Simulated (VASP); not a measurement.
# Pd (Im-3m) in VASP: further runs, part 2 of 2

VASP 6.6.1. The steps go on from the part before.

## Step 3: Single point, PBE

This run uses another cell than the first one, of 14.72 Å³/atom, 0.979 times its volume.

INCAR reads:

```
ALGO = Fast
EDIFF = 1E-6
ENCUT = 520
GGA = PE
ISIF = 2
ISMEAR = 0
LASPH = T
LCHARG = F
LREAL = F
LWAVE = F
NBANDS = 11
NELM = 80
PREC = Accurate
SIGMA = 0.05
```

KPOINTS reads:

```
k-points
0
Gamma
  8 8 8
```

POSCAR reads:

```
Pd
1.0
   -1.5437486682      1.5437486682      1.5437486682
    1.5437486682     -1.5437486682      1.5437486682
    1.5437486682      1.5437486682     -1.5437486682
Pd
1
Direct
    0.0000000000      0.0000000000      0.0000000000
```

Potentials or basis: VASP PAW PBE potentials, release 64 (Pd).

Started as:

```console
> cat potpaw_PBE.64/Pd/POTCAR > POTCAR
> mpirun -np 1 vasp_std > vasp.out
```

OUTCAR:

```text
EDIFF = 1E-6
   ENCUT = 520
   GGA = PE
   ISIF = 2
   ISMEAR = 0
   LASPH = T
   LREAL = F
   NELM = 80
   PREC = Accurate

 ion  position               nearest neighbor table
   1  0.000  0.000  0.000-

  LATTYP: Found a body centered cubic cell.
 ALAT       =     3.0874973364

  Lattice vectors:

 A1 = (  -1.5437486682,   1.5437486682,   1.5437486682)
 A2 = (   1.5437486682,  -1.5437486682,   1.5437486682)
 A3 = (   1.5437486682,   1.5437486682,  -1.5437486682)

Analysis of symmetry for initial positions (statically):
=====================================================================
 Subroutine PRICEL returns:
 Original cell was already a primitive cell.

 Routine SETGRP: Setting up the symmetry group for a
 body centered cubic supercell.

 Subroutine GETGRP returns: Found 48 space group operations
 (whereof 48 operations were pure point group operations)
 out of a pool of 48 trial point group operations.

The static configuration has the point symmetry O_h .

Analysis of symmetry for dynamics (positions and initial velocities):
=====================================================================
 Subroutine PRICEL returns:
 Original cell was already a primitive cell.

 Routine SETGRP: Setting up the symmetry group for a
 body centered cubic supercell.

 Subroutine GETGRP returns: Found 48 space group operations
 (whereof 48 operations were pure point group operations)
 out of a pool of 48 trial point group operations.

The dynamic configuration has the point symmetry O_h .

 Subroutine INISYM returns: Found 48 space group operations
 (whereof 48 operations are pure point group operations),
 and found     1 'primitive' translations

----------------------------------------------------------------------------------------

                                     Primitive cell

  volume of cell :      14.7160

  direct lattice vectors                    reciprocal lattice vectors
    -1.543748668  1.543748668  1.543748668     0.000000000  0.323886919  0.323886919
     1.543748668 -1.543748668  1.543748668     0.323886919  0.000000000  0.323886919
     1.543748668  1.543748668 -1.543748668     0.323886919  0.323886919  0.000000000

  length of vectors
     2.673851127  2.673851127  2.673851127     0.458045274  0.458045274  0.458045274

  position of ions in fractional coordinates (direct lattice)
     0.000000000  0.000000000  0.000000000

  ion indices of the primitive-cell ions
   primitive index   ion index
                 1           1

----------------------------------------------------------------------------------------

 KPOINTS: k-points

Automatic generation of k-mesh.
 Grid dimensions read from file:
 generate k-points for:    8    8    8

 Generating k-lattice:

  Cartesian coordinates                     Fractional coordinates (reciprocal lattice)
     0.000000000  0.040485865  0.040485865     0.125000000  0.000000000  0.000000000
     0.040485865  0.000000000  0.040485865     0.000000000  0.125000000  0.000000000
     0.040485865  0.040485865  0.000000000     0.000000000  0.000000000  0.125000000

  Length of vectors
     0.057255659  0.057255659  0.057255659

  Shift w.r.t. Gamma in fractional coordinates (k-lattice)
     0.000000000  0.000000000  0.000000000

 Subroutine IBZKPT returns following result:
 ===========================================

 Found     29 irreducible k-points:

 Following reciprocal coordinates:
            Coordinates               Weight
  0.000000  0.000000  0.000000      1.000000
  0.125000  0.000000  0.000000     12.000000
  0.250000  0.000000  0.000000     12.000000
  0.375000  0.000000  0.000000     12.000000
  0.500000  0.000000  0.000000      6.000000
  0.125000  0.125000  0.000000     24.000000
[... 16 lines left out ...]
 -0.250000  0.250000  0.250000      6.000000
 -0.375000  0.375000  0.250000     24.000000
 [... further k-points ...]
   k-points           NKPTS =     29   k-points in BZ     NKDIM =     29   number of bands    NBANDS=     11
   number of dos      NEDOS =    301   number of ions     NIONS =      1
   total plane-waves  NPLWV =   8000
   dimension x,y,z NGX =    20 NGY =   20 NGZ =   20
   dimension x,y,z NGXF=    40 NGYF=   40 NGZF=   40
   ions per type =               1
   NGX,Y,Z   is equivalent  to a cutoff of  12.43, 12.43, 12.43 a.u.
   NGXF,Y,Z  is equivalent  to a cutoff of  24.87, 24.87, 24.87 a.u.
 SYSTEM =  unknown system
   PREC   = accura    normal or accurate (medium, high low for compatibility)
   ISTART =      0    job   : 0-new  1-cont  2-samecut
   ICHARG =      2    charge: 1-file 2-atom 10-const
   ISPIN  =      1    spin polarized calculation?
   LNONCOLLINEAR =      F non collinear calculations
   LSORBIT =      F    spin-orbit coupling
   LASPH  =      T    aspherical Exc in radial PAW
   ENCUT  =  520.0 eV  38.22 Ry    6.18 a.u.   4.97  4.97  4.97*2*pi/ulx,y,z
   NELM   =     80;   NELMIN=  2; NELMDL= -5     # of ELM steps
   EDIFF  = 0.1E-05   stopping-criterion for ELM
   LREAL  =      F    real-space projection
   EDIFFG = 0.1E-04   stopping-criterion for IOM
   NSW    =      0    number of steps for IOM
   IBRION =     -1    ionic relax: 0-MD 1-quasi-New 2-CG
   NFREE  =      0    steps in history (QN), initial steepest desc. (CG)
   ISIF   =      2    stress and relaxation
   ISYM   =      2    0-nonsym 1-usesym 2-fastsym
   POTIM  = 0.5000    time-step for ionic-motion
   TEBEG  =    0.0;   TEEND  =   0.0 temperature during run
   PSTRESS=    0.0 pullay stress
   NELECT =      10.0000    total number of electrons
   NUPDOWN=      -1.0000    fix difference up-down
   EMIN   =  10.00;   EMAX   =-10.00  energy-range for DOS
   EFERMI =   0.00;   METHOD = LEGACY
   ISMEAR =     0;   SIGMA  =   0.05  broadening in eV -4-tet -1-fermi 0-gaus
   EFERMI_NEDOS =   21; number of points for ismear=-14 and -15
   IALGO  =     68    algorithm
   IMIX   =      4    mixing-type and parameters
     AMIX     =   0.40;   BMIX     =  1.00
     AMIX_MAG =   1.60;   BMIX_MAG =  1.00
  volume/ion in A,a.u.               =      14.72        99.31
  Fermi-wavevector in a.u.,A,eV,Ry     =   1.439279  2.719842 28.184785  2.071523
  Thomas-Fermi vector in A             =   2.558152
   LORBIT       =      0    0 simple, 1 ext, 2 COOP (PROOUT), +10 PAW based schemes
   GGA     = PE    functional components
   LHFCALC =     F    Hartree Fock is set to
   AEXX    =    0.0000 exact exchange contribution
   IVDW    =     0    specifies the selected vdW correction
   LEPSILON=     F    determine dielectric tensor
   LRPA    =     F    only Hartree local field effects (RPA)
 non-spin polarized calculation
 RMM-DIIS sequential band-by-band and
 Gauss-broadening in eV      SIGMA  =   0.05
  energy-cutoff  :      520.00
  volume of cell :       14.72
 maximum number of plane-waves:       420
   NGX =  9   NGY =  9   NGZ =  9

 number of electron      10.0000000 magnetization

 Free energy of the ion-electron system (eV)
  ---------------------------------------------------
  ext. energy  EPLUGINS =         0.00000000
  ---------------------------------------------------
  free energy    TOTEN  =        -5.13073063 eV

  energy without entropy =       -5.12668238  energy(sigma->0) =       -5.12870650

 E-fermi :   9.7893     XC(G=0): -13.1934

 val. band max:        9.7859517165   @ k =  -0.3750   0.5000   0.1250
 cond. band min:       9.8243216566   @ k =  -0.3750   0.5000   0.2500
 fundamental gap:      0.0383699400
 Fermi energy:         9.7893186510

 k-point     1 :       0.0000    0.0000    0.0000
  band No.  band energies     occupation
      1       2.6731      2.00000
      2       6.8515      2.00000
      3       6.8515      2.00000
      4       6.8515      2.00000
      5       8.8554      2.00000
      6       8.8554      2.00000
      7      29.2182      0.00000
      8      29.2182      0.00000
      9      29.2182      0.00000
     10      37.8181      0.00000
     11      37.8358      0.00000
[... 309 lines left out ...]
 k-point    24 :      -0.3750    0.3750    0.2500
  band No.  band energies     occupation
      1       5.5776      2.00000
      2       5.9780      2.00000
      3       7.5002      2.00000
      4       8.0949      2.00000
      5       9.5123      2.00000
      6      12.7941      0.00000
      7      21.8457      0.00000
      8      24.3321      0.00000
      9      26.7368      0.00000
     10      29.1776      0.00000
     11      37.0896      0.00000

 [... further k-points ...]

------------------------ aborting loop because EDIFF is reached ----------------------------------------

  FORCE on cell =-STRESS in cart. coord.  units (eV):
  Direction    XX          YY          ZZ          XY          YZ          ZX
  --------------------------------------------------------------------------------------
  -------------------------------------------------------------------------------------
  Total        0.8386743      0.8386743      0.8386743      0.0000000     -0.0000000      0.0000000
  in kB       91.3091168     91.3091168     91.3091168      0.0000000     -0.0000000      0.0000000
  external PRESSURE =      91.3091168 kB  Pullay stress =       0.0000000 kB

 VOLUME and BASIS-vectors are now :
 -----------------------------------------------------------------------------
  energy-cutoff  :      520.00
  volume of cell :       14.72
      direct lattice vectors                 reciprocal lattice vectors
    -1.543748668  1.543748668  1.543748668     0.000000000  0.323886919  0.323886919
     1.543748668 -1.543748668  1.543748668     0.323886919  0.000000000  0.323886919
     1.543748668  1.543748668 -1.543748668     0.323886919  0.323886919  0.000000000

 POSITION                                       TOTAL-FORCE (eV/Angst)
 -----------------------------------------------------------------------------------
      0.00000      0.00000      0.00000         0.000000     -0.000000     -0.000000
 -----------------------------------------------------------------------------------
    total drift:                                0.000000     -0.000000      0.000000

  FREE ENERGIE OF THE ION-ELECTRON SYSTEM (eV)
  ---------------------------------------------------
  free  energy   TOTEN  =        -5.1307306276 eV

  energy  without entropy=       -5.1266823766  energy(sigma->0) =       -5.12870650
```

OSZICAR:

```text
N       E                     dE             d eps       ncg     rms          rms(c)
DAV:   1     0.432648378949E+02    0.43265E+02   -0.51055E+03   638   0.849E+02
DAV:   2    -0.484101327606E+01   -0.48106E+02   -0.47082E+02   721   0.184E+02
DAV:   3    -0.538293796418E+01   -0.54192E+00   -0.54096E+00   758   0.213E+01
DAV:   4    -0.538543446147E+01   -0.24965E-02   -0.24962E-02   781   0.148E+00
DAV:   5    -0.538546225559E+01   -0.27794E-04   -0.27793E-04   812   0.144E-01    0.775E+00
RMM:   6    -0.514637955221E+01    0.23908E+00   -0.30002E-01   669   0.511E+00    0.384E+00
RMM:   7    -0.513415803302E+01    0.12222E-01   -0.89954E-03   725   0.107E+00    0.192E+00
RMM:   8    -0.513073884982E+01    0.34192E-02   -0.16106E-03   736   0.375E-01    0.112E-01
RMM:   9    -0.513072311397E+01    0.15736E-04   -0.16043E-04   795   0.116E-01    0.326E-02
RMM:  10    -0.513072958928E+01   -0.64753E-05   -0.36848E-05   789   0.477E-02    0.426E-03
RMM:  11    -0.513073038652E+01   -0.79724E-06   -0.12127E-05   766   0.228E-02    0.518E-03
RMM:  12    -0.513073062762E+01   -0.24111E-06   -0.20968E-06   604   0.994E-03
   1 F= -.51307306E+01 E0= -.51287065E+01  d E =-.404825E-02
```

stdout:

```text
POSCAR found type information on POSCAR Pd
 POSCAR found :  1 types and       1 ions
 scaLAPACK will be used
 LDA part: xc-table for (Slater+PW92), standard interpolation
 POSCAR, INCAR and KPOINTS ok, starting setup
 FFT: planning ... GRIDC
 FFT: planning ... GRID_SOFT
 FFT: planning ... GRID
 WAVECAR not read
 entering main loop
```

Wall time 8.4 s (1 thread of Intel Xeon Platinum 8175M at 2.50GHz (Skylake/Cascade Lake), shared host); peak memory 0.12 GiB.

What came out:

| Property | Result |
| --- | --- |
| Free energy | -5.1307 eV |
| Pressure | 9.1 GPa |
| Band gap on the k mesh | none (metal or under the smearing width) |

## Step 4: Single point, PBE

This run uses another cell than the first one, of 15.48 Å³/atom, 1.030 times its volume.

INCAR reads:

```
SYSTEM = Pd
  PREC = Accurate
  ENCUT = 520
  EDIFF = 1E-6
  ISMEAR = 0
  SIGMA = 0.05
  LREAL = .FALSE.
  LASPH = .TRUE.
  NELM = 100
  ALGO = Normal
  ISIF = 2
  LWAVE = .FALSE.
  LCHARG = .FALSE.
  GGA = PE
  NBANDS = 11
```

KPOINTS reads:

```
regular mesh
0
G
  8 8 8
  0 0 0
```

POSCAR reads:

```
Pd
1.0
   -1.5698711739      1.5698711739      1.5698711739
    1.5698711739     -1.5698711739      1.5698711739
    1.5698711739      1.5698711739     -1.5698711739
Pd
1
Direct
    0.0000000000      0.0000000000      0.0000000000
```

Started as:

```console
> cat potpaw_PBE.64/Pd/POTCAR > POTCAR
> mpirun -np 1 vasp_std > vasp.out
```

It took 8.9 s on 1 thread of Intel Xeon Platinum 8175M at 2.50GHz (Skylake/Cascade Lake), shared host; peak memory 0.12 GiB.

It converged, with:

| Item | Value |
| --- | --- |
| Free energy | -5.1508 eV |
| Pressure | -0.3 GPa |
| Band gap on the k mesh | none (metal or under the smearing width) |

Levels at points of the mesh, in eV from the Fermi level:
```csv
k point,band 3,band 4,band 5,band 6,band 7,band 8
"(0.00, 0.00, 0.00)",-2.71,-2.71,-0.85,-0.85,19.32,19.32
"(0.50, 0.00, 0.00)",-0.93,-0.64,0.59,1.53,7.60,15.07
"(0.50, 0.50, 0.50)",0.23,0.23,0.23,9.11,9.11,9.11
```

## Step 5: Summary

```csv
level,cell,k mesh,gap on the mesh (eV),pressure (GPa)
r2SCAN,"Im-3m, 15.02 Å³/atom",18 × 18 × 18,none,0.6
PBE,"Im-3m, 14.72 Å³/atom",8 × 8 × 8,none,9.1
PBE,"Im-3m, 15.48 Å³/atom",8 × 8 × 8,none,-0.3
```

Alike in all rows: task single point; potentials or basis VASP PAW PBE potentials, release 64 (Pd); no spin polarisation; cutoff (eV) 520; smearing gaussian 0.05 eV.

Every run on the cell as given and a fine mesh finds a metal. The pressure there spans -0.3 GPa (PBE) to 9.1 GPa (PBE); a positive pressure means that this level wants a larger cell, a negative one a smaller.

Caveats: the PAW data sets were made with another functional, which shifts forces and pressure a little (some runs).

Total energies depend on the potentials used, so only differences within one code and one set of settings carry meaning.
